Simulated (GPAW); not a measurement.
**CaS (Oldhamite): one start, several treatments of the self-energy**

How much does the gap of CaS (Oldhamite) depend on the approximation to the self-energy?

Calculated with GPAW 26.7.0; LDA and many-body steps on it, plane waves.

The database entry behind the starting cell differs from later determinations by our own check (0.1 to 0.3 % short, probably kX units), so it need not match the best structure at ambient conditions.

## Step 1: The structure

It takes space group Fm-3m (No. 225, cubic). The conventional cell has a = 5.686 Å, b = 5.686 Å, c = 5.686 Å, α = 90.00°, β = 90.00°, γ = 90.00°. Nearest to Ca lie 6 S at 2.84 Å. S has 6 Ca at 2.84 Å nearest. Farther neighbours and most contacts between anions are not listed.

Structure file:

```
Ca S
1.0
     0.00000    2.84300    2.84300
     2.84300    0.00000    2.84300
     2.84300    2.84300    0.00000
Ca S
1 1
Direct
  0.00000 0.00000 0.00000
  0.50000 0.50000 0.50000
```

The cell and positions come from the Crystallography Open Database and are kept as given unless a step says otherwise.

## Step 2: Empty states on the mesh, 4×4×4 mesh, 155 bands

This step: GPAW 26.7.0; DFT, LDA, plane waves, PAW.

The sums over transitions need many empty states on a uniform mesh; this step solves for them.

Contents of run.py:

```python
import json
import numpy as np
from gpaw.mpi import world
from gpaw import GPAW

calc = GPAW('gs.gpw').fixed_density(kpts={'size': (4, 4, 4), 'gamma': True},
    parallel={'domain': 1, 'band': 1},
    txt='nscf.txt')
calc.diagonalize_full_hamiltonian(nbands=155)
calc.write('full.gpw', mode='all')
res = {}
kpts = calc.get_ibz_k_points()
res['kpts'] = kpts
res['eigenvalues'] = [calc.get_eigenvalues(kpt=k) for k in range(len(kpts))]
res['n_electrons'] = calc.get_number_of_electrons()

if world.rank == 0:
    with open('result.json', 'w') as f:
        json.dump(res, f, default=lambda x: x.tolist())
```

Launch:

```sh
$ mpirun -n 4 gpaw python run.py
```

Numbers of over 12 decimals in the logs are rounded to 6 here.

The log of the run:

```text
Diagonalizing LCAO Hamiltonian
Converting LCAO to pw mode
convergence criteria:
- Maximum integral of absolute [eigenst]ate change: 4e-08 eV^2 / valence electron
maximum number of iterations: 100

SCF iterations
|iter     |     time |      energy | eigst |  dens |
|iter:   1|  |             | +2.08 |       |
|iter:   2|  |             | +0.73 |       |
|iter:   3|  |             | +0.03 |       |
[...]
|iter:  10|  |             | -6.26 |       |
|iter:  11|  |             | -7.11 |       |
|iter:  12|  |             | -7.71c|       |
SCF steps: 12
  __  _  _
 | _ |_)|_||  |
 |__||  | ||/\| - 26.7.0

Input parameters:
  mode=PW(ecut=450.000000),
  convergence={'density': 1e-06, 'bands': -3},
  gpts=array([20, 20, 20]),
  kpts=MonkhorstPack(size=(4, 4, 4), gamma=True),
  maxiter=100,
  nbands=15,
  occupations=Occupations(name='fermi-dirac', width=0.001, fixmagmom=False),
  parallel={'domain': 1, 'band': 1},
  xc=XC(name='LDA')
Matrix size: 998x998
# Writing to full.gpw (mode='all')
  [... matrices ...]

timing:  # [seconds]
  Total: 1.865  # ━━━━━━━━━━━━━━━━━━━━━━━━━━━━━━━━━━━━━━━━━━━━━━━━━━━━━━━━━━━
```

Wall time 4.7 s (4 MPI ranks of Arm Neoverse V2, shared host); peak memory 0.9 GiB.

Numbers from this step:

| Property | Result |
| --- | --- |
| gap | 2.164 eV |
| k of the valence top | 0, 0, 0 |
| k of the conduction bottom | 0.5, 0.5, 0 |
| least direct gap | 2.991 eV |
| k points computed | 8 |
| lowest point of the top converged band, above the valence top | 114.3931 eV |

On this mesh the gap is 2.164 eV.

## Step 3: G0W0, Godby-Needs plasmon pole

Now the one-shot GW correction: screening in the RPA, then the self-energy of the levels asked for.

This step: G0W0 on LDA, plane waves, PAW.

Contents of run.py:

```python
import json
import numpy as np
from gpaw.mpi import world
from gpaw.response.g0w0 import G0W0

gw = G0W0('full.gpw',
    filename='gw',
    kpts=[0, 5],
    bands=(6, 10),
    ecut=125,
    nbands=145,
    integrate_gamma='WS',
    ppa=True)
gw.calculate()
res = {mode: {k: v for k, v in r.items() if k != 'sigma_eskwn'}
       for mode, r in gw.all_results.items()}

if world.rank == 0:
    with open('result.json', 'w') as f:
        json.dump(res, f, default=lambda x: x.tolist())
```

Launch:

```sh
$ mpirun -n 4 gpaw python run.py
```

The log of the run:

```text
Using integrator: PointIntegrator
FrequencyGridDescriptor(from 0.000+0.000j to 0.000+27.211j eV, 2 points)
Nonperiodic BCs:  [False False False]
Using integrator: PointIntegrator
FrequencyGridDescriptor(from 0.000+0.000j to 0.000+27.211j eV, 2 points)
Nonperiodic BCs:  [False False False]
  ___  _ _ _
 |   || | | |
 | | || | | |
 |__ ||_____|
 |___|

BZ k-points: Symmetries present (total): 48

  [... matrices ...]
64 k-points: 4 x 4 x 4 Monkhorst-Pack grid + [1/8,1/8,1/8]
8 k-points in the irreducible part of the Brillouin zone
       k-points in crystal coordinates                weights
   0:     0.00000000    0.00000000    0.00000000          1/64
   1:     0.25000000    0.25000000    0.00000000          6/64
   2:     0.25000000    0.25000000    0.25000000          8/64
   3:     0.50000000    0.25000000   -0.25000000          6/64
   4:     0.50000000    0.25000000    0.25000000         12/64
   5:     0.50000000    0.50000000    0.00000000          3/64
   6:     0.50000000    0.50000000    0.25000000         24/64
   7:     0.50000000    0.50000000    0.50000000          4/64

Distributing spins, k-points and bands (1 x 2 x 4) over 4 processes
Number of blocks: 1

Quasi particle states:
k-points (IBZ indices): [0, 5]
Band range: (6, 10)
  [... matrices ...]
Computational parameters:
Plane wave cut-off: 125 eV
Number of bands: 145
Coulomb cutoff: None
Broadening: 0.1 eV

fxc modes: GW
Kernel: RPA
Using Godby-Needs plasmon-pole approximation:
  Fitting energy: i*E0, E0 = 1.000 Hartree
Summing all q:

Calculating screened Coulomb potential
No Coulomb truncation
FrequencyGridDescriptor(from 0.000+0.000j to 0.000+27.211j eV, 2 points)
Removing empty qpoint cache files...

Calculating chi0 body with:
    Ground state adapter containing:
    Number of spins: 1
    Number of kpoints: 64
    Number of irreducible kpoints: 8
    Number of completely occupied states: 8
    Number of partially occupied states: 8
    Occupied states memory: 0.9765625 M / cpu

    Linear response parametrization:
    q_c: [0.0, 0.0, 0.0]
    Number of frequency points: 2
    Planewave cutoff: 125.0
    Number of bands: 145
    Number of planewaves: 137
    Broadening (eta): 1e-06
    comm.size: 4
    kncomm.size: 4
    blockcomm.size: 1

    Memory estimate of potentially large arrays:
        chi0_wGG: 0.572784 M / cpu
Integrating chi0 body.

Symmetries of q_c:
    Direct symmetries (Uq -> q): 48
    Indirect symmetries (TUq -> q): 0
In total 48 allowed symmetries.

  [... matrices ...]
8 groups of equivalent kpoints. 87.5% reduction.

Integral kind: response function
Integrating chi0 head and wings.

Symmetries of q_c:
    Direct symmetries (Uq -> q): 48
    Indirect symmetries (TUq -> q): 0
In total 48 allowed symmetries.

  [... matrices ...]
8 groups of equivalent kpoints. 87.5% reduction.

Integral kind: response function wings

Calculating chi0 body with:
    Ground state adapter containing:
    Number of spins: 1
    Number of kpoints: 64
    Number of irreducible kpoints: 8
    Number of completely occupied states: 8
    Number of partially occupied states: 8
    Occupied states memory: 0.9765625 M / cpu

    Linear response parametrization:
[... the further q-points ...]

Results:
f:      Occupation numbers
eps:     KS-eigenvalues [eV]
vxc:     KS vxc [eV]
exx:     Exact exchange [eV]
sigma:   Self-energies [eV]
dsigma:  Self-energy derivatives
Z:       Renormalization factors
qp:      QP-energies [eV]

k-point 0 (0): (0.000, 0.000, 0.000)                GW
band       f     eps     vxc     exx   sigma  dsigma       Z      qp
                                                                   GW
   6   1.000   4.006 -15.356 -18.073   1.715  -0.273   0.785   3.219
   7   1.000   4.006 -15.356 -18.073   1.715  -0.273   0.785   3.219
   8   0.000   7.909 -11.714  -6.876  -4.028  -0.221   0.819   8.572
   9   0.000   7.982 -13.344  -6.754  -4.467  -0.231   0.812   9.706

k-point 1 (5): (0.500, 0.500, 0.000)                GW
band       f     eps     vxc     exx   sigma  dsigma       Z      qp
                                                                   GW
   6   1.000   3.179 -14.695 -17.791   1.966  -0.277   0.783   2.296
   7   1.000   3.179 -14.695 -17.791   1.966  -0.277   0.783   2.295
   8   0.000   6.170 -11.115  -5.825  -3.858  -0.218   0.821   7.345
   9   0.000   9.458 -16.464  -8.969  -4.650  -0.238   0.808  11.756
```

Elapsed: 20 s, on 4 MPI ranks; peak memory 1 GiB.

Numbers from this step:

| Property | Result |
| --- | --- |
| G0W0 gap on the points computed | 4.126 eV |
| least direct G0W0 gap on the computed points | 5.050 eV |
| Z at the valence top | 0.7854 |
| Z at the conduction bottom | 0.8208 |
| starting gap on the mesh | 2.164 eV |
| k of the valence top | 0, 0, 0 |
| k of the conduction bottom | 0.5, 0.5, 0 |

The gap on the mesh goes from 2.16 eV to 4.13 eV, a correction of +1.96 eV.

## Step 4: G0W0, full frequency, Hilbert transform

Changes to run.py since step 3:

```diff
@@ -12,3 +12,5 @@
     integrate_gamma='WS',
-    ppa=True)
+    frequencies={'type': 'nonlinear', 'domega0': 0.1, 'omega2': 15.0},
+    eta=0.1,
+    nblocksmax=True)
 gw.calculate()
```

Launch:

```sh
$ mpirun -n 4 gpaw python run.py
```

The log of the run:

```text
Using integrator: PointIntegrator
NonLinearFrequencyDescriptor(from 0.000 to 153.481 eV, 294 points)
Nonperiodic BCs:  [False False False]
Using integrator: PointIntegrator
NonLinearFrequencyDescriptor(from 0.000 to 153.481 eV, 294 points)
Nonperiodic BCs:  [False False False]
  ___  _ _ _
 |   || | | |
 | | || | | |
 |__ ||_____|
 |___|

BZ k-points: Symmetries present (total): 48

  [... matrices ...]
64 k-points: 4 x 4 x 4 Monkhorst-Pack grid + [1/8,1/8,1/8]
8 k-points in the irreducible part of the Brillouin zone
       k-points in crystal coordinates                weights
   0:     0.00000000    0.00000000    0.00000000          1/64
   1:     0.25000000    0.25000000    0.00000000          6/64
   2:     0.25000000    0.25000000    0.25000000          8/64
[...]
6:     0.50000000    0.50000000    0.25000000         24/64
   7:     0.50000000    0.50000000    0.50000000          4/64

Distributing spins, k-points and bands (1 x 2 x 4) over 1 process
Number of blocks: 4

Quasi particle states:
k-points (IBZ indices): [0, 5]
Band range: (6, 10)
  [... matrices ...]
Computational parameters:
Plane wave cut-off: 125 eV
Number of bands: 145
Coulomb cutoff: None
Broadening: 0.1 eV

fxc modes: GW
Kernel: RPA
Using full-frequency real axis integration
Summing all q:

Calculating screened Coulomb potential
No Coulomb truncation
NonLinearFrequencyDescriptor(from 0.000 to 153.481 eV, 294 points)
Removing empty qpoint cache files...

Calculating chi0 body with:
    Ground state adapter containing:
    Number of spins: 1
    Number of kpoints: 64
    Number of irreducible kpoints: 8
    Number of completely occupied states: 8
    Number of partially occupied states: 8
    Occupied states memory: 0.9765625 M / cpu

    Linear response parametrization:
    q_c: [0.0, 0.0, 0.0]
    Number of frequency points: 294
    Planewave cutoff: 125.0
    Number of bands: 145
    Number of planewaves: 137
    Broadening (eta): 0.1
    comm.size: 4
    kncomm.size: 1
    blockcomm.size: 4

    Memory estimate of potentially large arrays:
        chi0_wGG: 21.049828 M / cpu
Integrating chi0 body.

Symmetries of q_c:
    Direct symmetries (Uq -> q): 48
    Indirect symmetries (TUq -> q): 0
In total 48 allowed symmetries.

  [... matrices ...]
8 groups of equivalent kpoints. 87.5% reduction.

Integral kind: spectral function
Integrating chi0 head and wings.

Symmetries of q_c:
    Direct symmetries (Uq -> q): 48
    Indirect symmetries (TUq -> q): 0
In total 48 allowed symmetries.

  [... matrices ...]
8 groups of equivalent kpoints. 87.5% reduction.

Integral kind: spectral function wings

Calculating chi0 body with:
    Ground state adapter containing:
    Number of spins: 1
    Number of kpoints: 64
    Number of irreducible kpoints: 8
    Number of completely occupied states: 8
    Number of partially occupied states: 8
    Occupied states memory: 0.9765625 M / cpu

[... the further q-points ...]

Results:
f:      Occupation numbers
eps:     KS-eigenvalues [eV]
vxc:     KS vxc [eV]
exx:     Exact exchange [eV]
sigma:   Self-energies [eV]
dsigma:  Self-energy derivatives
Z:       Renormalization factors
qp:      QP-energies [eV]

k-point 0 (0): (0.000, 0.000, 0.000)                GW
band       f     eps     vxc     exx   sigma  dsigma       Z      qp
                                                                   GW
   6   1.000   4.006 -15.356 -18.073   1.671  -0.280   0.781   3.189
   7   1.000   4.006 -15.356 -18.073   1.671  -0.280   0.781   3.189
   8   0.000   7.909 -11.714  -6.876  -3.973  -0.233   0.811   8.610
[...]
k-point 1 (5): (0.500, 0.500, 0.000)                GW
band       f     eps     vxc     exx   sigma  dsigma       Z      qp
                                                                   GW
[...]
8   0.000   6.170 -11.115  -5.825  -3.793  -0.252   0.799   7.366
   9   0.000   9.458 -16.464  -8.969  -4.639  -0.304   0.767  11.649
```

The job ended after 45 s (4 MPI ranks; peak memory 1.4 GiB; 3 min of CPU time).

Numbers from this step:

```
G0W0 gap on the points computed              : 4.177 eV
least direct G0W0 gap on the computed points : 5.063 eV
Z at the valence top                         : 0.7813
Z at the conduction bottom                   : 0.7989
starting gap on the mesh                     : 2.164 eV
k of the valence top                         : 0, 0, 0
k of the conduction bottom                   : 0.5, 0.5, 0
```

Against G0W0 in GPAW (4×4×4 mesh, 145 bands, screening to 125 eV, Godby-Needs plasmon pole), the gap moves by +0.051 eV.

## Step 5: G0W0, multipole

Changes to run.py since step 4:

```diff
@@ -12,5 +12,3 @@
     integrate_gamma='WS',
-    frequencies={'type': 'nonlinear', 'domega0': 0.1, 'omega2': 15.0},
-    eta=0.1,
-    nblocksmax=True)
+    mpa={'npoles': 4, 'wrange': [0, 40], 'varpi': 20.0, 'eta0': 0.01, 'eta_rest': 1.0, 'alpha': 1})
 gw.calculate()
```

Launch:

```sh
$ mpirun -n 4 gpaw python run.py
```

The log of the run:

```text
Using integrator: PointIntegrator
FrequencyGridDescriptor(from 0.000+0.010j to 40.000+20.000j eV, 8 points)
Nonperiodic BCs:  [False False False]
Using integrator: PointIntegrator
FrequencyGridDescriptor(from 0.000+0.010j to 40.000+20.000j eV, 8 points)
Nonperiodic BCs:  [False False False]
  ___  _ _ _
 |   || | | |
 | | || | | |
 |__ ||_____|
 |___|

BZ k-points: Symmetries present (total): 48

  [... matrices ...]
64 k-points: 4 x 4 x 4 Monkhorst-Pack grid + [1/8,1/8,1/8]
8 k-points in the irreducible part of the Brillouin zone
[...]
GW
   6   1.000   4.006 -15.356 -18.073   1.701  -0.307   0.765   3.229
   7   1.000   4.006 -15.356 -18.073   1.701  -0.307   0.765   3.229
   8   0.000   7.909 -11.714  -6.876  -3.998  -0.247   0.802   8.582
[...]
k-point 1 (5): (0.500, 0.500, 0.000)                GW
band       f     eps     vxc     exx   sigma  dsigma       Z      qp
                                                                   GW
[...]
8   0.000   6.170 -11.115  -5.825  -3.782  -0.248   0.801   7.379
   9   0.000   9.458 -16.464  -8.969  -4.630  -0.302   0.768  11.659
```

The job ended after 41 s (4 MPI ranks; peak memory 1.1 GiB; 2.7 min of CPU time).

This step gave:

```
G0W0 gap on the points computed              : 4.150 eV
least direct G0W0 gap on the computed points : 5.056 eV
starting gap on the mesh                     : 2.164 eV
k of the valence top                         : 0, 0, 0
k of the conduction bottom                   : 0.5, 0.5, 0
```

Against G0W0 in GPAW (4×4×4 mesh, 145 bands, screening to 125 eV, Godby-Needs plasmon pole), the gap moves by +0.024 eV.

## Step 6: The runs together

Times are wall times on 4 MPI ranks of Arm Neoverse V2, shared host, good to a factor of about two.

```
                                    run   mesh  bands  screening cutoff (eV)  DFT gap (eV)  gap on the mesh (eV)  direct (eV)  time
         G0W0, Godby-Needs plasmon pole  4×4×4    145                    125         2.164                 4.126        5.050  20 s
G0W0, full frequency, Hilbert transform  4×4×4    145                    125         2.164                 4.177        5.063  45 s
                        G0W0, multipole  4×4×4    145                    125         2.164                 4.150        5.056  41 s
```

## Step 7: What came out

| Quantity | Value |
| --- | --- |
| G0W0, Godby-Needs plasmon pole | 4.126 eV |
| G0W0, full frequency, Hilbert transform | 4.177 eV |
| G0W0, multipole | 4.150 eV |
| known limits | not at the basis limit; coarse k mesh |

G0W0, full frequency, Hilbert transform: +0.051 eV against G0W0, Godby-Needs plasmon pole. G0W0, multipole: +0.024 eV against G0W0, Godby-Needs plasmon pole. Bands and cutoff are finite, so the gap is not at the basis limit. The miss can reach some tenths of an eV and take either sign; the mesh is an error of its own. These stock PAW sets were not made for GW. In the G0W0 runs levels were corrected at 2 k points alone, so a gap called «on the mesh» is the least over those, and an edge elsewhere would be missed. The 4×4×4 mesh is coarse for this cell, which bears on the long-range parts of exchange and screening.

[Paths, hosts, dates, memory and timing lines, banners, echoed tables and standing remarks are left out of the program output.]

[Logs are printed without paths, hosts, clocks, repeated set-up lines and the standing remarks that a program may print on its own settings, such as how far it seeks lower states.]

[Runs of the session that timed out or met a known fault of the program may be left out.]

[Hosts, paths, dates, database ids (printed as entryN), source tags and the programs' standing remarks are cut or masked in the printed files.]
